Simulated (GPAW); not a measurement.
Ti:

```xyz
1
Lattice="-1.6410 1.6410 1.6410 1.6410 -1.6410 1.6410 1.6410 1.6410 -1.6410" Properties=species:S:1:pos:R:3 pbc="T T T"
Ti    0.0000    0.0000    0.0000
```

This isn't the form of Ti at room conditions, which is hcp.

Base run:

* Program: GPAW 26.7.0
* Functional: MS2
* Potentials or basis: GPAW PAW data sets (gpaw-data 1.2.1)
* Cutoff: 600 eV
* Basis: pw
* k mesh: 11 × 11 × 11
* Occupations: fermi-dirac, width 0.05 eV
* Spin: no spin polarisation

Its results: pressure -3.8 GPa.

Task: The run is repeated on the same cell with these changes: functional from MS2 to PBE; band points from 60 to 80. What comes out?

Result: Pressure -3.0 GPa.

Caveats: the PAW data sets were made with another functional, which shifts forces and pressure a little (some runs).
